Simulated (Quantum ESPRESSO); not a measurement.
Te: single point with PBE

Te:

```xyz
3
Lattice="4.4469 0.0000 0.0000 -2.2235 3.8512 0.0000 0.0000 0.0000 5.9149" Properties=species:S:1:pos:R:3 pbc="T T T"
Te    1.6254    2.8152    2.9575
Te    1.1962    0.0000    0.9858
Te   -0.5981    1.0360    4.9291
```

```json
{
 "Program": "Quantum ESPRESSO 7.5",
 "Task": "single point",
 "Functional": "PBE",
 "Potentials or basis": "SSSP 1.3 efficiency PBE",
 "Cutoff": "748 eV",
 "Density cutoff": "5987 eV",
 "k mesh": "7 × 7 × 5",
 "Occupations": "fermi-dirac, width 0.05 eV",
 "Spin": "no spin polarisation"
}
```

```json
{
 "Pressure": "1.7 GPa",
 "Largest force": "0.266 eV/Å",
 "Band gap on the k mesh": "0.62 eV, indirect (least direct gap 0.80 eV)"
}
```

Forces in eV/Å, atoms in the order of the input:
```
Te  -0.133 -0.231  0.000
Te   0.266  0.000  0.000
Te  -0.133  0.231  0.000
```

Stress tensor (GPa, compression positive):
```
1.48 0.00 0.00
0.00 1.48 0.00
0.00 0.00 2.04
```

Levels at points of the mesh, in eV from the valence-band top:
```tsv
k point	band 6	band 7	band 8	band 9	band 10	band 11	band 12	band 13
(0.00, 0.00, 0.00)	-2.59	-1.53	-1.53	-0.68	1.22	1.22	1.82	5.13
```

Wall time 44 s on 1 thread of AMD EPYC 7R43 64-Core Processor (Zen 3) (shared host), peak memory 0.33 GiB.

Caveat: spin-orbit coupling is left out, which moves the levels of the heavy elements; an odd mesh through Γ misses points on the zone boundary, where band edges often lie.
